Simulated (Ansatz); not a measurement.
Crystal: SnTe.

```
Te Sn
1.0
     0.00000    3.61115    3.61115
     3.61115    0.00000    3.61115
     3.61115    3.61115    0.00000
Te Sn
1 1
Direct
  0.25000 0.25000 0.25000
  0.00000 0.00000 0.00000
```

Measurements of this composition are mostly on another form, of space group No. 225.

| Quantity | Value |
| --- | --- |
| Program | Ansatz 0.2.0 |
| Task | relaxation of cell and atoms |
| Functional | revPBE |
| Potentials or basis | Ansatz PAW |
| Cutoff | 420 eV (not typed: the program's choice for these potentials) |
| k mesh | 7 × 7 × 7 |
| Occupations | fermi-dirac, width 0.05 eV |
| Spin | no spin polarisation |

At the start: volume 47.09 Å³/atom.

**Question.** How do energy, volume and symmetry change on relaxing?

**Answer.** It ends after 3 steps and the volume is 48.39 Å³/atom (+2.8 %); space group F-43m (No. 216, to 0.05 Å).

Step by step:
```
step  energy change (eV)  largest force (eV/Å)  volume (Å³)
   1              0.0000                0.0000        94.18
   2             -0.0055                0.0000        96.78
   3             -0.0058                0.0000        96.78
```

Final structure:
```xyz
2
Lattice="0.0000 3.6441 3.6441 3.6441 0.0000 3.6441 3.6441 3.6441 0.0000" Properties=species:S:1:pos:R:3 pbc="T T T"
Te    1.8220    1.8220    1.8220
Sn    0.0000    0.0000    0.0000
```

Caveat: the plane-wave basis is chosen anew once the cell has moved, so the energies of steps on either side of that aren't comparable; the PAW data sets come from PBE, with cores solved anew for the run's functional, which leaves a small shift of forces and pressure.
